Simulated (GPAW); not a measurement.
Here is a GPAW 26.7.0 calculation.

run.py

```python
from ase.dft.bandgap import bandgap
from ase.io import write
from ase.spacegroup import crystal
from ase.units import GPa
from gpaw import GPAW, PW

# P 4c
# B 4a
atoms = crystal(['P', 'B'],
                basis=[[0.25, 0.25, 0.25],
                       [0.0, 0.0, 0.0]],
                spacegroup=216, setting=1,  # F-43m
                cellpar=[4.538, 4.538, 4.538, 90.0, 90.0, 90.0],
                primitive_cell=True)

calc = GPAW(mode=PW(900),
            xc='PBE',
            kpts={'size': (10, 10, 10), 'gamma': True},
            occupations={'name': 'fermi-dirac', 'width': 0.05},
            nbands=11,
            convergence={'density': 1e-05, 'energy': 1e-05},
            maxiter=60,
            txt='gpaw.txt')
atoms.calc = calc
energy = atoms.get_potential_energy()
forces = atoms.get_forces()
stress = atoms.get_stress()
calc.write('gs.gpw')
write('result.traj', atoms)
print(f'Energy: {energy:.6f} eV')
print('Forces (eV/A):')
print(forces.round(4))
print('Stress (GPa):', (stress / GPa).round(3))
print('Fermi level:', round(calc.get_fermi_level(), 4), 'eV')
print(f'Gap: {bandgap(calc)[0]:.4f} eV, direct: {bandgap(calc, direct=True)[0]:.4f} eV')
```

Potentials or basis: GPAW PAW data sets (gpaw-data 1.2.1), pw.

Run with:

```console
$ OMP_NUM_THREADS=1 python run.py
```

(1) Predict the pressure.

(2) Estimate the band gap on the k mesh.

Answers

(1) 1.4 GPa.

(2) 1.24 eV, indirect (least direct gap 3.41 eV).
